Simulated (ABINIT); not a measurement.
An input for ABINIT 10.8.3 (CaO (Lime)):

```
acell 3*1.0 Angstrom
rprim 
  -0.000000000000 2.406500000000 2.406500000000
  2.406500000000 -0.000000000000 2.406500000000
  2.406500000000 2.406500000000 -0.000000000000
ntypat 2
znucl 20 8
natom 2
typat 1 2
xred 
  0.000000000000 0.000000000000 0.000000000000
  0.500000000000 0.500000000000 0.500000000000
pp_dirpath "pseudos"
pseudos "Ca.upf, O.upf"
ecut 36
ngkpt 6 6 6
nshiftk 1
shiftk 0 0 0
kptopt 1
chksymbreak 0
istwfk *1
occopt 1
irdwfk 1
optdriver 4
nband 112
gwcalctyp 0
ecutsigx 36
symsigma 0
nkptgw 2
kptgw 
  0.0000000000 0.0000000000 0.0000000000
  0.5000000000 0.5000000000 0.0000000000
bdgw 
  6 12
  7 10
ecuteps 8
irdscr 1
ppmodel 1
indata_prefix "in"
outdata_prefix "out"
tmpdata_prefix "tmp"
```

```sh
OMP_NUM_THREADS=1 mpirun -n 8 abinit run.abi > log
```

Question: How long will it take on 8 MPI ranks of Arm Neoverse V2, shared host, and how much memory?

It took 48 s; on shared hardware allow 24 s to 95 s. Peak host memory was 1.5 GiB.

[Paths, hosts, dates, memory and timing lines, banners, echoed tables and standing remarks are left out of the program output.]

[Logs are printed without paths, hosts, clocks, repeated set-up lines and the standing remarks that a program may print on its own settings, such as how far it seeks lower states.]

[Runs of the session that timed out or met a known fault of the program may be left out.]

[No measured gap is set beside runs whose start may be inverted or whose files or cutoffs have a known fault.]

[Hosts, paths, dates, database ids (printed as entryN), source tags and the programs' standing remarks are cut or masked in the printed files.]

[G0W0 gaps are taken among the corrected bands and points alone; a level outside them can change the order at an edge.]

[Where Ansatz stands beside ABINIT at settings called matched, ABINIT's density can come from a denser mesh and the files from another edition; pairs whose starting gaps differed by over 0.03 eV were left out, so agreement reads better than it is.]
